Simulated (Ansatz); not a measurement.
# GaAs: the cost of one run

Computed with Ansatz 0.2.0 (DFT PBE, scalar-relativistic, plane waves, PAW, unless a step's input says otherwise).

**1. Starting point**

It takes space group F-43m (No. 216, cubic). Conventional cell: a = 5.654 Å, b = 5.654 Å, c = 5.654 Å, α = 90.00°, β = 90.00°, γ = 90.00°. Ga (site symmetry -43m) is surrounded by 4 As at 2.45 Å. Around As (site symmetry -43m) lie 4 Ga at 2.45 Å.

Structure file:

```xyz
54
Lattice="0.0000 8.4805 8.4805 8.4805 0.0000 8.4805 8.4805 8.4805 0.0000" Properties=species:S:1:pos:R:3 pbc="T T T"
Ga    0.0000    0.0000    0.0000
Ga    2.8268    2.8268    0.0000
Ga    5.6537    5.6537    0.0000
Ga    2.8268    0.0000    2.8268
Ga    5.6537    2.8268    2.8268
Ga    8.4805    5.6537    2.8268
Ga    5.6537    0.0000    5.6537
Ga    8.4805    2.8268    5.6537
Ga   11.3074    5.6537    5.6537
Ga    0.0000    2.8268    2.8268
Ga    2.8268    5.6537    2.8268
Ga    5.6537    8.4805    2.8268
Ga    2.8268    2.8268    5.6537
Ga    5.6537    5.6537    5.6537
Ga    8.4805    8.4805    5.6537
Ga    5.6537    2.8268    8.4805
Ga    8.4805    5.6537    8.4805
Ga   11.3074    8.4805    8.4805
Ga    0.0000    5.6537    5.6537
Ga    2.8268    8.4805    5.6537
Ga    5.6537   11.3074    5.6537
Ga    2.8268    5.6537    8.4805
Ga    5.6537    8.4805    8.4805
Ga    8.4805   11.3074    8.4805
Ga    5.6537    5.6537   11.3074
Ga    8.4805    8.4805   11.3074
Ga   11.3074   11.3074   11.3074
As    1.4134    1.4134    1.4134
As    4.2403    4.2403    1.4134
As    7.0671    7.0671    1.4134
As    4.2403    1.4134    4.2403
As    7.0671    4.2403    4.2403
As    9.8940    7.0671    4.2403
As    7.0671    1.4134    7.0671
As    9.8940    4.2403    7.0671
As   12.7208    7.0671    7.0671
As    1.4134    4.2403    4.2403
As    4.2403    7.0671    4.2403
As    7.0671    9.8940    4.2403
As    4.2403    4.2403    7.0671
As    7.0671    7.0671    7.0671
As    9.8940    9.8940    7.0671
As    7.0671    4.2403    9.8940
As    9.8940    7.0671    9.8940
As   12.7208    9.8940    9.8940
As    1.4134    7.0671    7.0671
As    4.2403    9.8940    7.0671
As    7.0671   12.7208    7.0671
As    4.2403    7.0671    9.8940
As    7.0671    9.8940    9.8940
As    9.8940   12.7208    9.8940
As    7.0671    7.0671   12.7208
As    9.8940    9.8940   12.7208
As   12.7208   12.7208   12.7208
```

The runs take a perfect supercell of 54 atoms; the defect goes to fractional position (0.000, 0.000, 0.000).

**2. The perfect supercell**

input.yaml reads:

```yaml
crystal:
  lattice:
    - [0.0, 8.48055, 8.48055]
    - [8.48055, 0.0, 8.48055]
    - [8.48055, 8.48055, 0.0]
  atoms:
    - { symbol: Ga, position: [0.0, 0.0, 0.0] }
    - { symbol: Ga, position: [0.0, 0.0, 0.333333] }
    - { symbol: Ga, position: [0.0, 0.0, 0.666667] }
    - { symbol: Ga, position: [0.0, 0.333333, 0.0] }
    - { symbol: Ga, position: [0.0, 0.333333, 0.333333] }
    - { symbol: Ga, position: [0.0, 0.333333, 0.666667] }
    - { symbol: Ga, position: [0.0, 0.666667, 0.0] }
    - { symbol: Ga, position: [0.0, 0.666667, 0.333333] }
    - { symbol: Ga, position: [0.0, 0.666667, 0.666667] }
    - { symbol: Ga, position: [0.333333, 0.0, 0.0] }
    - { symbol: Ga, position: [0.333333, 0.0, 0.333333] }
    - { symbol: Ga, position: [0.333333, 0.0, 0.666667] }
    - { symbol: Ga, position: [0.333333, 0.333333, 0.0] }
    - { symbol: Ga, position: [0.333333, 0.333333, 0.333333] }
    - { symbol: Ga, position: [0.333333, 0.333333, 0.666667] }
    - { symbol: Ga, position: [0.333333, 0.666667, 0.0] }
    - { symbol: Ga, position: [0.333333, 0.666667, 0.333333] }
    - { symbol: Ga, position: [0.333333, 0.666667, 0.666667] }
    - { symbol: Ga, position: [0.666667, 0.0, 0.0] }
    - { symbol: Ga, position: [0.666667, 0.0, 0.333333] }
    - { symbol: Ga, position: [0.666667, 0.0, 0.666667] }
    - { symbol: Ga, position: [0.666667, 0.333333, 0.0] }
    - { symbol: Ga, position: [0.666667, 0.333333, 0.333333] }
    - { symbol: Ga, position: [0.666667, 0.333333, 0.666667] }
    - { symbol: Ga, position: [0.666667, 0.666667, 0.0] }
    - { symbol: Ga, position: [0.666667, 0.666667, 0.333333] }
    - { symbol: Ga, position: [0.666667, 0.666667, 0.666667] }
    - { symbol: As, position: [0.083333, 0.083333, 0.083333] }
    - { symbol: As, position: [0.083333, 0.083333, 0.416667] }
    - { symbol: As, position: [0.083333, 0.083333, 0.75] }
    - { symbol: As, position: [0.083333, 0.416667, 0.083333] }
    - { symbol: As, position: [0.083333, 0.416667, 0.416667] }
    - { symbol: As, position: [0.083333, 0.416667, 0.75] }
    - { symbol: As, position: [0.083333, 0.75, 0.083333] }
    - { symbol: As, position: [0.083333, 0.75, 0.416667] }
    - { symbol: As, position: [0.083333, 0.75, 0.75] }
    - { symbol: As, position: [0.416667, 0.083333, 0.083333] }
    - { symbol: As, position: [0.416667, 0.083333, 0.416667] }
    - { symbol: As, position: [0.416667, 0.083333, 0.75] }
    - { symbol: As, position: [0.416667, 0.416667, 0.083333] }
    - { symbol: As, position: [0.416667, 0.416667, 0.416667] }
    - { symbol: As, position: [0.416667, 0.416667, 0.75] }
    - { symbol: As, position: [0.416667, 0.75, 0.083333] }
    - { symbol: As, position: [0.416667, 0.75, 0.416667] }
    - { symbol: As, position: [0.416667, 0.75, 0.75] }
    - { symbol: As, position: [0.75, 0.083333, 0.083333] }
    - { symbol: As, position: [0.75, 0.083333, 0.416667] }
    - { symbol: As, position: [0.75, 0.083333, 0.75] }
    - { symbol: As, position: [0.75, 0.416667, 0.083333] }
    - { symbol: As, position: [0.75, 0.416667, 0.416667] }
    - { symbol: As, position: [0.75, 0.416667, 0.75] }
    - { symbol: As, position: [0.75, 0.75, 0.083333] }
    - { symbol: As, position: [0.75, 0.75, 0.416667] }
    - { symbol: As, position: [0.75, 0.75, 0.75] }
basis:
  ecutwfc: 420
  fft_grid_basis: typed
kpoints:
  mp_grid: { grid: [1, 1, 1] }
hamiltonian:
  xc: pbe
  pseudopotentials: { kind: paw }
scf:
  occupations: { method: gaussian, width: 0.05 }
output:
  forces: true
  stress: false
  eigenvalues: true
  bader: false
  write_density: true
  volumetric_format: npy
```

Launch:

```bash
ansatz run input.yaml --threads 8 --pin off --max-ram 16384MiB --backend cpu --events-out ev --progress --plain --runs-dir out
```

What time and memory should one allow on 8 threads of Arm Neoverse N1, shared host?

About 15 s, with a peak of 1.9 GiB.
